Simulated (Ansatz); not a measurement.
# CaZnC2O6 (R-3): the host for defect calculations

Before any defect goes in: CaZnC2O6 (R-3) at rest, and how it screens a charge.

Main program and level: Ansatz 0.2.0; plane-wave PAW DFT, PBEsol; relaxation of the host's cell and atoms, in the first sound run; inputs show where later runs differ.

This is a report of a sequence of runs, with most program output left out.

## 1. The structure

Symmetry: R-3, No. 148, trigonal system. Conventional cell: a = 4.866 Å, b = 4.866 Å, c = 16.332 Å, α = 90.00°, β = 90.00°, γ = 120.00°. Nearest to Ca lie 6 O at 2.40 Å. Nearest to Zn lie 6 O at 2.13 Å. Nearest to C lie 3 O at 1.30 Å. Nearest to O lie 1 C at 1.30 Å and 1 Zn at 2.13 Å and 1 Ca at 2.40 Å. Farther neighbours and most contacts between anions are not listed.

## 2. Host cell relaxation

Cell and atoms are relaxed together, until forces and stress fall under their thresholds.

Contents of cell/input.yaml:

```yaml
crystal:
  lattice:
    - [2.433015, 1.4047018, 5.4440393]
    - [-2.433015, 1.4047018, 5.4440393]
    - [0.0, -2.8094037, 5.4440393]
  atoms:
    - { symbol: Ca, position: [1.0, 0.0, 0.0] }
    - { symbol: Zn, position: [0.5, 0.5, 0.5] }
    - { symbol: C, position: [0.757459, 0.757459, 0.757459] }
    - { symbol: C, position: [0.242541, 0.242541, 0.242541] }
    - { symbol: O, position: [0.726433, 0.03591, 0.505253] }
    - { symbol: O, position: [0.505253, 0.726433, 0.03591] }
    - { symbol: O, position: [0.03591, 0.505253, 0.726433] }
    - { symbol: O, position: [0.273567, 0.96409, 0.494747] }
    - { symbol: O, position: [0.494747, 0.273567, 0.96409] }
    - { symbol: O, position: [0.96409, 0.494747, 0.273567] }
basis:
  ecutwfc: 420
  xc_grid: 2
hamiltonian:
  xc: pbesol
kpoints:
  mp_grid: { grid: [7, 7, 7] }
scf:
  occupations: { method: fixed }
  max_iter: 100
relax:
  f_tol: 0.005
  max_steps: 60
  cell: {}
output:
  forces: true
  stress: true
checkpoint:
  write: "../cell.run"
  compress: false
  write_wavefunctions: false
  write_every: 100000
```

Launch:

```
$ ansatz run input.yaml --threads 4 --pin off --max-ram 7536MiB --backend cpu --events-out ev --progress --plain --runs-dir out
```

The job ended after 30 s (4 threads of Arm Neoverse V2, shared host; peak memory 0.62 GiB; 1.9 min of CPU time).

The steps of the relaxation:

```tsv
step	energy less that of the first step (eV)	largest force component (eV/Å)	pressure (GPa)	volume (Å³)
1	0.0000	0.2195	-4.96	111.64
2	-0.0892	0.1103	-0.84	107.09
3	-0.0933	0.2898	0.14	106.68
4	-0.0961	0.0676	0.01	106.81
5	-0.0966	0.0115	-0.07	106.81
6	-0.0969	0.0075	0.01	106.76
7	-0.0968	0.0002	0.00	106.78
8	-0.0765	0.0012	-0.31	106.78
9	-0.0789	0.0020	0.06	106.39
10	-0.0786	0.0003	0.00	106.45
11*	-0.0770	0.0003	-0.02	106.45
```

Relaxation steps marked * repeat the geometry before them on a plane-wave basis chosen anew for their cell, so energy and pressure can jump there. The log counts 2 steps on a newly chosen plane-wave basis, not all of them marked here; energy and pressure can jump at such steps.

The run keeps the 6 symmetry operations that it works with, so distortions that break them were not tested.

```tsv
conventional cell, symmetrised	before	after	change
a (Å)	4.866	4.810	-1.2 %
b (Å)	4.866	4.810	-1.2 %
c (Å)	16.332	15.941	-2.4 %
volume (Å³/atom)	11.16	10.65	-4.6 %
```

The atoms that moved most (Å, as changes of fractional coordinates times the final cell):

```tsv
atom	dx	dy	dz	length
O9	0.018	0.000	-0.006	0.019
O6	-0.018	0.000	0.006	0.019
O8	-0.009	-0.016	-0.006	0.019
O5	0.009	0.016	0.006	0.019
O10	-0.009	0.015	-0.006	0.019
O7	0.009	-0.015	0.006	0.019
```

Numbers from this step:

| Quantity | Value |
| --- | --- |
| pressure | -0.01563 GPa |

The relaxation ends with a largest force component of 3.0e-4 eV/Å and a pressure of -0.02 GPa.

## 3. Dielectric tensors of the host

The response to a uniform electric field gives the electronic dielectric tensor.

This step: plane-wave PAW DFPT, PBEsol; dielectric tensors, Born charges and zone-centre modes of the host (Ansatz 0.2.0).

Contents of eps/input.yaml:

```yaml
crystal:
  lattice:
    - [2.4048516346, 1.3884417223, 5.3135512853]
    - [-2.4048516346, 1.3884417223, 5.3135512853]
    - [0.0, -2.7768834935, 5.3135512725]
  atoms:
    - { symbol: Ca, position: [1.0, 0.0, 0.0] }
    - { symbol: Zn, position: [0.5, 0.5, 0.5] }
    - { symbol: C, position: [0.7577241648, 0.7577241648, 0.7577241648] }
    - { symbol: C, position: [0.2422758352, 0.2422758352, 0.2422758352] }
    - { symbol: O, position: [0.7305113619, 0.0363848123, 0.501920488] }
    - { symbol: O, position: [0.501920488, 0.7305113619, 0.0363848123] }
    - { symbol: O, position: [0.0363848123, 0.501920488, 0.7305113619] }
    - { symbol: O, position: [0.2694886381, 0.9636151877, 0.498079512] }
    - { symbol: O, position: [0.498079512, 0.2694886381, 0.9636151877] }
    - { symbol: O, position: [0.9636151877, 0.498079512, 0.2694886381] }
basis:
  ecutwfc: 420
hamiltonian:
  xc: pbesol
kpoints:
  mp_grid: { grid: [6, 6, 6] }
scf:
  occupations: { method: fixed }
  max_iter: 100
phonons:
  method: dfpt
  dielectric: true
  rigid_motions: translations
```

Run time: 4.1 min. Hardware: 4 threads; peak memory 2.3 GiB.

Electronic dielectric tensor:

```
3.38 0.00 0.00
0.00 3.38 0.00
0.00 0.00 2.61
```

Static dielectric tensor:

```
10.54  0.00  0.00
 0.00 10.54  0.00
 0.00  0.00  8.61
```

The principal values of the electronic dielectric tensor are 2.61, 3.38 and 3.38. The principal values of the static dielectric tensor are 8.61, 10.54 and 10.54.

## 4. Defect free supercell relaxed from its symmetric sites

This cell, the one that will hold the defects, is built from the relaxed host. Its coarser k-points can move the atoms a little, so it is relaxed from the symmetric sites, as the reference for the test of stability.

This step: plane-wave PAW DFT, PBEsol; relaxation of the defect-free supercell from its symmetric sites (Ansatz 0.2.0).

System of this step: CaZnC2O6 (R-3). The cell holds 80 atoms: 8 Ca, 8 Zn, 16 C and 48 O. Cell: a = 11.991 Å, b = 11.991 Å, c = 11.991 Å, α = 47.3°, β = 47.3°, γ = 47.3°.

Contents of pristine.symmetric/input.yaml:

```yaml
crystal:
  lattice:
    - [4.8097032692, 2.7768834447, 10.6271025705]
    - [-4.8097032692, 2.7768834447, 10.6271025705]
    - [0.0, -5.553766987, 10.627102545]
  atoms:
    - { symbol: Ca, position: [0.0, 0.0, 0.0] }
    - { symbol: Zn, position: [0.25, 0.25, 0.25] }
    - { symbol: C, position: [0.3788620824, 0.3788620824, 0.3788620824] }
    - { symbol: C, position: [0.1211379176, 0.1211379176, 0.1211379176] }
    - { symbol: O, position: [0.365255681, 0.0181924062, 0.250960244] }
    - { symbol: O, position: [0.250960244, 0.365255681, 0.0181924062] }
    - { symbol: O, position: [0.0181924062, 0.250960244, 0.365255681] }
    - { symbol: O, position: [0.134744319, 0.4818075938, 0.249039756] }
[... 68 atom lines left out ...]
    - { symbol: O, position: [0.5181924061, 0.750960244, 0.865255681] }
    - { symbol: O, position: [0.634744319, 0.9818075938, 0.749039756] }
    - { symbol: O, position: [0.749039756, 0.634744319, 0.9818075938] }
    - { symbol: O, position: [0.9818075938, 0.749039756, 0.634744319] }
basis:
  ecutwfc: 420
  xc_grid: 2
hamiltonian:
  xc: pbesol
kpoints:
  mp_grid: { grid: [1, 1, 1], shift: [0.25, 0.25, 0.25] }
scf:
  occupations: { method: fermi_dirac, width: 0.01 }
  max_iter: 80
output:
  forces: true
relax:
  f_tol: 0.01
  max_steps: 60
  escape_saddle: false
checkpoint:
  write: "../pristine.symmetric.run"
  compress: false
  write_wavefunctions: false
  write_every: 100000
```

It took 9.1 s on 4 threads; peak memory 1.8 GiB; 34 s of CPU time.

No atom moved by 0.005 Å in the relaxation.

## 5. Defect free supercell relaxed from displaced atoms

This step: plane-wave PAW DFT, PBEsol; relaxation of the defect-free supercell from random displacements, a test of the host's stability (Ansatz 0.2.0).

pristine.rattled/input.yaml, as its differences from pristine.symmetric/input.yaml of step 4:

```diff
@@ -100,6 +100,6 @@
   f_tol: 0.01
-  max_steps: 60
-  escape_saddle: false
+  max_steps: 120
+  random_displacement: { amplitude: 0.08, seed: 79 }
 checkpoint:
-  write: "../pristine.symmetric.run"
+  write: "../pristine.rattled.run"
   compress: false
```

Run time: 64 s. Hardware: 4 threads; peak memory 1.9 GiB; 4.1 min of CPU time.

Step by step:

```tsv
step	energy less that of the first step (eV)	largest force component (eV/Å)
1	0.0000	9.0251
2	-3.5949	3.4971
3	-6.8885	0.2441
4	-6.9925	0.0155
5	-6.9933	0.0023
```

The relaxation ends 87 meV an atom lower than the displaced start, with a largest force component of 0.0023 eV/Å.

## 6. Summary of results

```yaml
primitive_cell_vectors_lengths: 5.995, 5.995, 5.995 Å
electronic_dielectric_constant: principal values (2.61, 3.38, 3.38)
static_dielectric_constant: principal values (8.61, 10.54, 10.54)
gap_on_the_k_mesh_of_the_response_run_pbesol: 4.05 eV
supercell_relaxed_in_its_symmetry_less_the_displaced_and_relaxed_one: 0.000 eV
```

In words: Step 5: The energy fell by 6.993 eV from the randomly displaced start; the atoms end within 0.005 Å of the sites as typed, once the mean shift is taken out. The displaced cell ends within 0.01 eV of the symmetric one relaxed in its symmetry, so no lower structure shows in this supercell. The k-mesh can miss the band edges, so this gap is an upper bound at this level. All at zero temperature.

[Logs are printed without paths, hosts, clocks, repeated set-up lines and the standing remarks that a program may print on its own settings, such as how far it seeks lower states.]

[Hosts, paths, dates, database ids (printed as entryN), source tags and the programs' standing remarks are cut or masked in the printed files.]

[Runs of the host that timed out are not shown.]

[For some hosts the program warned that the k-mesh of the response run may be too coarse for force constants and the static dielectric constant; such warnings are not always shown.]
